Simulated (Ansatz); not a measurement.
Crystal: MnO.

```
Mn O
1.0
     0.00000    2.22200    2.22200
     2.22200    0.00000    2.22200
     2.22200    2.22200    0.00000
Mn O
1 1
Direct
  0.00000 0.00000 0.00000
  0.50000 0.50000 0.50000
```

Below is the output of Ansatz 0.2.0 for this cell. Logs are shortened: lines on timing, memory, paths and dates and some standing lists are left out, and cuts for length are marked.

```text
Warning: output.stress: scf.convergence.dr2_threshold = 1e-7 eV (the SCF's general default) is looser than the 2e-10 eV advised for a printed stress (1e-10 eV for each atom of the cell: 2). What an SCF threshold leaves in a stress goes as its square root, and in the free energy as the threshold itself, and one threshold admits the most on a small cell: of the crystals measured, under no hybrid functional and no lock of the moments, on runs that ended without the residual-converged pass, on stresses that held no estimate of that error, the worst erred by over 100 MPa in a component at 1e-7 eV an atom and by under 5 at 1e-10. Set scf.convergence.dr2_threshold to 2e-10 eV or tighter. The threshold is an SCF's pass mark: one that does not reach it within its budget of iterations ends unconverged, or closes short of it on a stop that the run arms, and scf.convergence.dr2_threshold's page says what that costs each kind of run
Warning: RAYON_NUM_THREADS=2 ignored (pool sized by the plan → 2); use --threads N
Engine: ansatz 0.2.0, aarch64-unknown-linux-gnu
Pseudopotentials: kind: paw
Pseudopotential: Mn, paw, valence charge 15, recommended cutoff 420 eV (normal), Mn.paw.azcp
Pseudopotential: O, paw, valence charge 6, recommended cutoff 420 eV (normal), O.paw.azcp
Functional definition: PBE
  parameter kappa = 0.804
  parameter beta = 0.06672455060314922
  exchange = pbe_x(kappa = kappa, mu = beta*pi^2/3)
  correlation = pbe_c(beta = beta)
Crystal: 2 atoms, lattice volume = 21.941 Å³
Basis set: ecut = 420 eV, 411 PW (Γ), exchange–correlation on 48×48×48 points (8 copies of the dense FFT grid, shifted against one another)
Bands: 15, of which v1, the nominal top of the filled ones, is band 11 counted from 1 (10 counted from 0)
Symmetry: 48 space group operations
Space group: Fm-3m (ITA 225), of the structure as read, at distance tolerance 2.8e-5 Å
k-points: 35 of 729
Non-local potential: Mn, projectors of the file, l = 0: 3, l = 1: 2, l = 2: 3, l = 3: 1
Non-local potential: O, projectors of the file, l = 0: 2, l = 1: 2, l = 2: 1
PAW form: soft (Blöchl's): semilocal exchange-correlation on the pseudo side does not see the compensation charge
PAW one-centre angular grid: Mn, 590 points (default); XC on 64 Gauss nodes
PAW one-centre angular grid: O, 110 points (default); XC on 64 Gauss nodes
Initial density: superposition of atomic densities (chi_scale 0.1, normalization cell, long waves kept (reshape's long-wave potential 0.00 eV rms))
Initial wavefunctions: pseudopotential atomic-orbital guess
Functional: x = pbe(κ = 0.804, μ = 0.2195149727645171), c = pbe(β = 0.06672455060314922)
SCF iter   1: F=—  HF=-4468.718362 eV  |F-HF|=—  |Δ(HF+E_count)|=         —  Δρ=2.56e-1 (↑2.56e-1 ↓2.56e-1)  dr2=5.80e1  dr2_m=0.00e0  M=0.000 μB ∫|m|=0.000 μB  β_m=0.30  ethr=3.10e-3  ⟨swp⟩=3.5  Hψ=2237  notcnv=0
preconditioner: auto → none  [metal: Δε(μ)=0.025 eV  Ē_g=9.069 eV  σ=0.050 eV  W_gap=0.12  n_scr=8 (ndim 8)  ℏωp=28.6 eV  f_vac=0.000  D(μ)=5.32/eV (n_scr^D=112)  sad-step TF]
[... 13 lines left out ...]
Stability checked in part: among states of this total moment the steps that led to this state did not find it unstable. No probe was made; neither looks for a lower state of another moment (fixed_total_moment; see scf.lower_state_search)
Magnetization: 0.0000 μB (10.5000 up, 10.5000 down)
Absolute magnetization: 0.0000 μB (∫|ρ↑−ρ↓|)
Spin contamination: 0.0000 ħ² per cell (⟨S²⟩ above its minimum at these occupations)
Per-site moments (μB) at R_I (Å): [(0.0, 0.9165751361250001), (0.0, 0.9165751361250001)]
Free energy (F): -4464.041359 eV
Harris-Foulkes:  -4464.041359 eV  (|F-HF|=9.12e-10)
Internal energy: -4463.976531 eV  (E = F + TS)
E sigma→0 (E₀):  -4464.008945 eV
Entropy (-TS):   -0.064828 eV (-32.414 meV/atom)
Fermi energy:    12.923172 (↑ 12.923172, ↓ 12.923172) eV
--- Per-component energies (eV) ---
  E_band       = -251.621841
  E_kinetic    = 474.250547
  E_local      = -2218.139319  (includes V_loc(G=0)·N_el)
  E_nonlocal   = 295.293049
  E_hartree    = 885.484901
  E_xc         = -183.713040
  E_vxc        = -234.673732  (∫ρ·V_xc dr)
  E_paw        = -1460.647767  (= ΣΔE_a)
  E_vpaw       = -339.324930  (= ΣTr[D̂ρ^β])
  E_aug_tail   = 0.002356  (compensation charges beyond the density's cutoff)
  E_ewald      = -2256.507257
  E_smearing   = -0.064828  (= −TS)
  E_closure    = 0.000000  (closes the sum)
  Σ components = -4464.041359   (vs F -4464.041359, Δ=0.00e0)
--- Forces (eV/Å), atoms counted from 1 ---
  atom   1  Mn    -0.00000000    -0.00000000    -0.00000000
  atom   2  O      0.00000000     0.00000000     0.00000000
  max |Σ_I F_I| component: 2.08e-29 eV/Å
--- Stress (GPa, compression-positive) ---
      -33.791291       0.000000       0.000000
        0.000000     -33.791291      -0.000000
        0.000000       0.000000     -33.791291
  P = ⅓ Tr σ = -33.7913 GPa (-337.913 kbar)
--- Band table (eV; the first three rows and the last of 70) ---
  k-point 0 ↑: bands = ["-66.3981", "-35.1486", "-35.1486", "-35.1486", "-7.2755", "9.1603", "9.1603", "9.1603", "11.7796", "11.7796", "11.7796", "12.3398", "12.3398", "13.2775", "27.7696"]
  k-point 1 ↑: bands = ["-66.3973", "-35.1568", "-35.1496", "-35.1496", "-7.1787", "8.4262", "8.8587", "8.8587", "11.9037", "11.9037", "11.9047", "12.6859", "12.6859", "13.9960", "26.5559"]
  k-point 2 ↑: bands = ["-66.3953", "-35.1776", "-35.1522", "-35.1522", "-6.9238", "7.1067", "8.2781", "8.2781", "12.1580", "12.1882", "12.1882", "13.4286", "13.4286", "15.3971", "24.3867"]
  k-point 34 ↓: bands = ["-66.3891", "-35.1969", "-35.1884", "-35.1727", "-6.3270", "6.5755", "7.0608", "7.3409", "12.1713", "12.5507", "13.0910", "13.1003", "13.8959", "20.7542", "21.7462"]
```

Task: What input gives this log?

Result: Single point with PBE, collinear spin, program default start. The files as run (others can give the same):

input.yaml
```yaml
crystal:
  lattice:
    - [0.0, 2.22200033, 2.22200033]
    - [2.22200033, 0.0, 2.22200033]
    - [2.22200033, 2.22200033, 0.0]
  atoms:
    - { symbol: Mn, position: [0.0, 0.0, 0.0] }
    - { symbol: O, position: [0.5, 0.5, 0.5] }
hamiltonian:
  xc: pbe
  pseudopotentials: { kind: paw }
magnetization:
  spin_polarized: true
  initial_magnetization: 0.0
  spin_locking: { lock_magnetization: hard }
kpoints:
  mp_grid: { grid: [9, 9, 9] }
scf:
  occupations: { method: fermi_dirac, width: 0.05 }
  lower_state_search: "off"
output:
  forces: true
  stress: true
  eigenvalues: true
```

Potentials or basis: Ansatz PAW.
The run is started by
```console
$ ansatz run input.yaml --threads 2 --pin off --max-ram 5632MiB --backend cpu --events-out ev --progress --plain --runs-dir out
```

Caveat: a pressure of tens of GPa on the cell as given is suspect, and the run, the potentials or the cell itself is likely at fault; the pressure holds a Pulay correction of +0.6 GPa for the finite cutoff; the total moment is fixed, so each spin has its own Fermi level; the thresholds are loose for stress.
